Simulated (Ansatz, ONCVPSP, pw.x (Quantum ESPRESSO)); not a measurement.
**What a changed setting does to a pw.x run (fcc Mo)**

Potential: optimised norm-conserving Vanderbilt (ONCV), ONCVPSP 4.0.1.1 (patched build), PBE; core [Ar] 3d10, reference 4s2 4p6 4d5 5s0.75; waves: 4s+5s: rc 1.95 bohr, ncon 4, nbas 9, qcut 5.5 1/bohr, 2 projectors; 4p: rc 1.60 bohr, ncon 5, nbas 9, qcut 7.9 1/bohr, 2 projectors, debl 2.9 Ha; 4d: rc 1.95 bohr, ncon 5, nbas 9, qcut 8.6 1/bohr, 2 projectors, debl 3.7 Ha; f scattering state at 0.27 Ha: rc 1.75 bohr, ncon 4, nbas 8, qcut 7.3 1/bohr, 2 projectors, debl 0.4 Ha; local part: polynomial inside 1.45 bohr (lpopt 5, dvloc0 -1 Ha); core correction: none.

The reference run (k-mesh 14³, cutoffs 70/280 Ry, Fermi–Dirac 0.01 Ry, mixing_beta 0.4, conv_thr 1e-9, no spin) gives 0.33 GPa at 16.027 Å³/atom, where all-electron LAPW gives 0.44 GPa. This run, with its own iteration cap, changes k-mesh points per axis to 1, a wrong or extreme entry chosen on purpose.

```
&control
  calculation='scf', prefix='x', pseudo_dir='./', outdir='./tmp', tstress=.true., disk_io='none'
/
&system
  ibrav=0, nat=1, ntyp=1, ecutwfc=70, ecutrho=280, nbnd=15,
  occupations='smearing', smearing='fd', degauss=0.01
/
&electrons
  conv_thr=1e-09, mixing_beta=0.4, electron_maxstep=70
/
ATOMIC_SPECIES
Mo 1.0 Mo.UPF
CELL_PARAMETERS angstrom
  0.00000000 2.00112437 2.00112437
  2.00112437 0.00000000 2.00112437
  2.00112437 2.00112437 0.00000000
ATOMIC_POSITIONS crystal
Mo 0.0000 0.0000 0.0000
K_POINTS automatic
1 1 1 0 0 0
```

```bash
pw.x < Mo.scf.in > Mo.scf.out
```

Problem. How does the run end?

Solution. It converges in 8 iterations; the free energy moves by -42.2 meV/atom and the pressure by +124.27 GPa. The result is not a property of the crystal.

```
Message from routine setup:
     using ibrav=0 with symmetry is DISCOURAGED, use correct ibrav instead
     lattice parameter (alat)  =       5.3480  a.u.
     unit-cell volume          =     108.1556 (a.u.)^3
     number of electrons       =        14.00
     number of Kohn-Sham states=           15
     kinetic-energy cutoff     =      70.0000  Ry
     charge density cutoff     =     280.0000  Ry
     scf convergence threshold =      1.0E-09
     Exchange-correlation= PBE
     number of k points=     1  Fermi-Dirac smearing, width (Ry)=  0.0100
     iteration #  1     ecut=    70.00 Ry     beta= 0.40
     total energy              =    -137.27277119 Ry
     estimated scf accuracy    <       0.14296462 Ry
     iteration #  2     ecut=    70.00 Ry     beta= 0.40
     total energy              =    -137.26965911 Ry
     estimated scf accuracy    <       0.03636400 Ry
     iteration #  3     ecut=    70.00 Ry     beta= 0.40
     total energy              =    -137.27334430 Ry
     estimated scf accuracy    <       0.00239512 Ry
     iteration #  4     ecut=    70.00 Ry     beta= 0.40
     total energy              =    -137.27352720 Ry
     estimated scf accuracy    <       0.00056482 Ry
     iteration #  5     ecut=    70.00 Ry     beta= 0.40
     total energy              =    -137.27363423 Ry
     estimated scf accuracy    <       0.00000265 Ry
     iteration #  6     ecut=    70.00 Ry     beta= 0.40
     total energy              =    -137.27363417 Ry
     estimated scf accuracy    <       0.00000096 Ry
     iteration #  7     ecut=    70.00 Ry     beta= 0.40
     total energy              =    -137.27363437 Ry
     estimated scf accuracy    <          4.7E-09 Ry
     iteration #  8     ecut=    70.00 Ry     beta= 0.40
     the Fermi energy is    20.0476 ev
!    total energy              =    -137.27363437 Ry
     estimated scf accuracy    <          4.7E-10 Ry
     smearing contrib. (-TS)   =      -0.03819085 Ry
     The total energy is F=E-TS. E is the sum of the following terms:
     one-electron contribution =     -22.16856314 Ry
     hartree contribution      =      19.60195991 Ry
     xc contribution           =     -15.85161584 Ry
     ewald contribution        =    -118.81722445 Ry
     convergence has been achieved in   8 iterations
          total   stress  (Ry/bohr**3)                   (kbar)     P=     1246.01
     Message from routine punch:
     Nothing written, as per user request (disk_io='none')
```

The run took about 0.9 s on one core of a shared host (Neoverse-N1, 64 threads, 124 GiB, load 60).
